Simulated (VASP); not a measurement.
Input of a VASP 6.6.1 run:

File INCAR:

```
PREC     = Accurate       # precision mode
ENCUT    = 600            # plane-wave cutoff, eV
EDIFF    = 1E-7           # SCF threshold, eV
ISMEAR   = 0              # smearing method
SIGMA    = 0.05           # smearing width, eV
LREAL    = False          # projectors in reciprocal space
LASPH    = True           # aspherical terms in the spheres
NELM     = 120            # most SCF steps
ALGO     = Fast           # electronic algorithm
ISIF     = 3              # what is computed and relaxed
LWAVE    = False          # write WAVECAR
LCHARG   = False          # write CHGCAR
GGA      = PS             # functional
IBRION   = 2              # ionic algorithm
NSW      = 40             # ionic steps
EDIFFG   = -0.02          # ionic threshold
```

The input KPOINTS:

```
Automatic mesh
0
Gamma
  4 3 4
```

POSCAR

```
GdScO3
1.0
    5.7420000000      0.0000000000      0.0000000000
    0.0000000000      7.9260000000      0.0000000000
    0.0000000000      0.0000000000      5.4820000000
Gd Sc O
4 4 12
Direct
    0.4405800000      0.7500000000      0.4839200000
    0.0594200000      0.2500000000      0.9839200000
    0.9405800000      0.7500000000      0.0160800000
    0.5594200000      0.2500000000      0.5160800000
    0.0000000000      0.0000000000      0.5000000000
    0.5000000000      0.0000000000      0.0000000000
    0.5000000000      0.5000000000      0.0000000000
    0.0000000000      0.5000000000      0.5000000000
    0.4494000000      0.2500000000      0.1201000000
    0.0506000000      0.7500000000      0.6201000000
    0.9494000000      0.2500000000      0.3799000000
    0.5506000000      0.7500000000      0.8799000000
    0.1956000000      0.5623000000      0.1927000000
    0.3044000000      0.4377000000      0.6927000000
    0.6956000000      0.9377000000      0.3073000000
    0.8044000000      0.0623000000      0.8073000000
    0.8044000000      0.4377000000      0.8073000000
    0.6956000000      0.5623000000      0.3073000000
    0.3044000000      0.0623000000      0.6927000000
    0.1956000000      0.9377000000      0.1927000000
```

Potentials or basis: VASP PAW PBE potentials, release 64 (Gd_3, Sc_sv, O), 4f in core.

Command:

```bash
$ cat potpaw_PBE.64/Gd_3/POTCAR potpaw_PBE.64/Sc_sv/POTCAR potpaw_PBE.64/O/POTCAR > POTCAR
$ mpirun -np 1 vasp_std > vasp.out
```

What does it give for the relaxed volume?

12.24 Å³/atom.

Estimate the band gap on the k mesh.

4.45 eV, direct.

What does it give for the space group after relaxing (to 0.05 Å)?

Pnma (No. 62).

Forces in eV/Å, atoms in the order of the input:
```
Gd   0.002  0.000 -0.014
Gd  -0.002  0.000 -0.014
Gd   0.002  0.000  0.014
Gd  -0.002  0.000  0.014
Sc   0.000  0.000  0.000
Sc   0.000  0.000  0.000
Sc   0.000  0.000  0.000
Sc   0.000  0.000  0.000
O    0.012  0.000 -0.001
O   -0.012  0.000 -0.001
O    0.012  0.000  0.001
O   -0.012  0.000  0.001
O    0.010  0.007  0.010
O   -0.010 -0.007  0.010
O    0.010 -0.007 -0.010
O   -0.010  0.007 -0.010
O   -0.010 -0.007 -0.010
O    0.010  0.007 -0.010
O   -0.010  0.007  0.010
O    0.010 -0.007  0.010
```

Caveat: the PAW data sets were made with another functional, which shifts forces and pressure a little; spin-orbit coupling is left out, which moves the levels of the heavy elements; an odd mesh through Γ misses points on the zone boundary, where band edges often lie; the 4f electrons are frozen in the core as for a trivalent ion, so they carry no moment and show no levels. PBEsol gaps usually lie below the measured ones, often by a third to a half.
